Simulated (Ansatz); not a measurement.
**Moving the pressure in TaAs**

The cell as given:

```yaml
crystal:
  lattice:
    - [-1.72181, 1.72181, 5.86794]
    - [1.72181, -1.72181, 5.86794]
    - [1.72181, 1.72181, -5.86794]
  atoms:
    - { symbol: Ta, position: [0.49997, 0.49997, 0.00000] }
    - { symbol: Ta, position: [0.24997, 0.74997, 0.50000] }
    - { symbol: As, position: [0.08263, 0.08263, 0.00000] }
    - { symbol: As, position: [0.83263, 0.33263, 0.50000] }
```

The cell is a database's computed one, not the measured one.

Kept alike: task relaxation of cell and atoms; functional PBEsol; k mesh 11 × 11 × 11; occupations fermi-dirac, width 0.05 eV; no spin polarisation. Program: Ansatz, Ansatz PAW, cutoff 420 eV. The mesh is that of the run's cell of 4 atoms. No spin-orbit coupling.

| run | volume (Å³/atom) |
| --- | --- |
| A | 16.602 |
| B | 15.592 |
| C | 16.846 |
| D | 16.230 |
| E | 15.060 |
| F | 17.023 |

The relaxations keep at least the cell's symmetry (I4_1md). The runs follow the start's structure, whether or not it is the stable one at these pressures. P is the pressure aimed at, which the runs meet within some hundredths to tenths of a GPa. All rows use potentials made for PBE.

**Question.** The runs differ in the pressure alone: 0; 2; 5; 10; 20; 30 GPa. Which run is which?

**Answer.** Run A is 5 GPa; run B is 20 GPa; run C is 2 GPa; run D is 10 GPa; run E is 30 GPa; run F is 0 GPa. The volume falls from 17.023 to 15.060 Å³/atom between 0 and 30 GPa. The volume falls ever more slowly, since the solid stiffens under load. At the pressures aimed at, which the runs meet within some tenths of a GPa, the step from 0 to 5 GPa gives a mean bulk modulus near 200 GPa, the last step 288 GPa.
